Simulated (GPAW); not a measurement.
Pt:

```
Pt
1.0
     0.00000    1.96090    1.96090
     1.96090    0.00000    1.96090
     1.96090    1.96090    0.00000
Pt
1
Cartesian
  0.0000 0.0000 0.0000
```

Base run:

- Program: GPAW 26.7.0
- Functional: PBEsol
- Potentials or basis: PAW data sets generated in the run's folder for this functional
- Cutoff: 600 eV
- Basis: pw
- k mesh: 12 × 12 × 12
- Occupations: fermi-dirac, width 0.05 eV
- Spin: no spin polarisation
- Hubbard terms: Pt d U = 5 eV

Its results: band gap on the k mesh none (metal or under the smearing width); pressure -9.6 GPa.

Problem. After a change of settings the same cell gave: band gap on the k mesh none (metal or under the smearing width); pressure -6.3 GPa. Which change was it?
A. hubbard terms from Pt d U = 5 eV to Pt d U = 2 eV
B. hubbard terms from Pt d U = 5 eV to none
C. hubbard terms from Pt d U = 5 eV to Pt d U = 3 eV

Solution. C.

Caveats: U without spin polarisation on a metal has little footing; the U is typed as a test and isn't derived for this compound.
